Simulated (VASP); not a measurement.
Here is a VASP 6.6.1 calculation.

The input INCAR:

```
PREC = Accurate ; ENCUT = 520
EDIFF = 1E-6 ; ISMEAR = 0
SIGMA = 0.03 ; LREAL = False
LASPH = True ; NELM = 80
ALGO = Normal ; ISIF = 2
LWAVE = False ; LCHARG = False
GGA = PE ; LOPTICS = True
NBANDS = 41 ; NEDOS = 2000
CSHIFT = 0.05
```

Contents of KPOINTS:

```
Automatic mesh
0
Gamma
  8 8 8
```

POSCAR

```
ZnSe                                    
1.0
    0.0000000000      2.8206646090      2.8206646090
    2.8206646090      0.0000000000      2.8206646090
    2.8206646090      2.8206646090      0.0000000000
  Zn              Se            
     1     1
Direct
     0.0000000000000000    0.0000000000000000    0.0000000000000000
     0.2500000000000000    0.2500000000000000    0.2500000000000000
```

Potentials or basis: VASP PAW PBE potentials, release 64 (Zn, Se).

The run is started by

```bash
$ cat potpaw_PBE.64/Zn/POTCAR potpaw_PBE.64/Se/POTCAR > POTCAR
$ mpirun -np 1 vasp_std > vasp.out
```

**Question.** Estimate the band gap on the k mesh.

**Answer.** 1.35 eV, direct.

**Question.** What does it give for the pressure?

**Answer.** 3.3 GPa.

Dielectric function (mean over the directions given):
```csv
energy (eV),real part,imaginary part
0.27,8.09,0.02
0.95,8.92,0.16
1.62,7.23,0.35
2.30,11.61,0.97
2.98,11.43,0.88
3.65,5.42,1.53
4.33,6.08,14.92
5.00,13.83,5.44
5.68,-0.04,10.27
6.36,5.18,9.07
7.03,-6.58,8.96
7.71,-1.80,8.43
8.38,-1.88,4.91
9.06,-2.14,3.44
9.74,-1.07,1.73
10.41,-1.83,2.10
11.09,-1.61,1.23
11.77,-0.72,1.55
12.44,-1.43,1.35
13.12,-0.81,0.67
13.79,-0.39,0.58
14.47,-0.37,0.48
15.15,-0.26,0.37
15.82,-0.03,0.43
16.50,-0.07,0.41
17.18,-0.03,0.31
17.85,0.23,0.34
18.53,0.40,0.31
19.20,0.20,0.37
19.95,0.38,0.37
```

Caveat: spectra need much finer meshes, so this one isn't converged; independent-particle spectra lack excitons.

**What was measured.**

“Alloy Disordering Effects on the Thermal Conductivity and Energy Gap Temperature Dependence of Cd1−xZnxSe Ternary Crystals Grown by the Bridgman Method”, 2023, pmc:10253836 reports, for a bulk crystal of ZnSe at 300 K: band gap 2.695 ± 0.003 eV (an exciton energy, a little under the gap).

Measured gap of ZnSe: 2.695 eV (an exciton energy, a little under the gap; 300 K; “Alloy Disordering Effects on the Thermal Conductivity and Energy Gap Temperature Dependence of Cd1−xZnxSe Ternary Crystals Grown by the Bridgman Method”, 2023, pmc:10253836). This calculation gives 1.35 eV (-1.35 eV). So large a miss can be the level of theory's own, or it may mean another phase, state or a wrong row. Spin-orbit coupling on Se is left out. The value is that of PBE, without temperature or zero-point motion. Semilocal functionals fall short of measured gaps as a rule.
